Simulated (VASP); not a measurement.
A run of VASP 6.6.1:

File INCAR:

```
ALGO     = Normal         # electronic algorithm
EDIFF    = 1E-6           # SCF threshold, eV
EDIFFG   = -0.01          # ionic threshold
ENCUT    = 600            # plane-wave cutoff, eV
IBRION   = 2              # ionic algorithm
ISIF     = 3              # what is computed and relaxed
ISMEAR   = 0              # smearing method
KPAR     = 2            
LASPH    = T              # aspherical terms in the spheres
LCHARG   = F              # write CHGCAR
LREAL    = F              # projectors in reciprocal space
LWAVE    = F              # write WAVECAR
NELM     = 80             # most SCF steps
NSW      = 90             # ionic steps
PREC     = Accurate       # precision mode
SIGMA    = 0.03           # smearing width, eV
```

File KPOINTS:

```
k-points
0
Gamma
  6 6 10
```

The input POSCAR:

```
TiO2
1.0
    4.5922000000      0.0000000000      0.0000000000
    0.0000000000      4.5922000000      0.0000000000
    0.0000000000      0.0000000000      2.9574000000
Ti O
2 4
Direct
    0.0000000000      0.0000000000      0.0000000000
    0.5000000000      0.5000000000      0.5000000000
    0.3049600000      0.3049600000      0.0000000000
    0.1950400000      0.8049600000      0.5000000000
    0.6950400000      0.6950400000      0.0000000000
    0.8049600000      0.1950400000      0.5000000000
```

Potentials or basis: VASP PAW LDA potentials, release 64 (Ti_sv, O).

Launch:

```sh
$ cat potpaw_LDA.64/Ti_sv/POTCAR potpaw_LDA.64/O/POTCAR > POTCAR
$ mpirun -np 2 vasp_std > vasp.out
```

Hardware: 2 MPI ranks on AMD EPYC 9R45 96-Core Processor (Zen 5), on a shared host.

Q: Estimate the wall time of this run.

A: Run time: 2 min on 2 MPI ranks on AMD EPYC 9R45 96-Core Processor (Zen 5) (shared host), peak memory 0.21 GiB a rank. Counts: scf iterations 52, k points 60, ion steps 6.
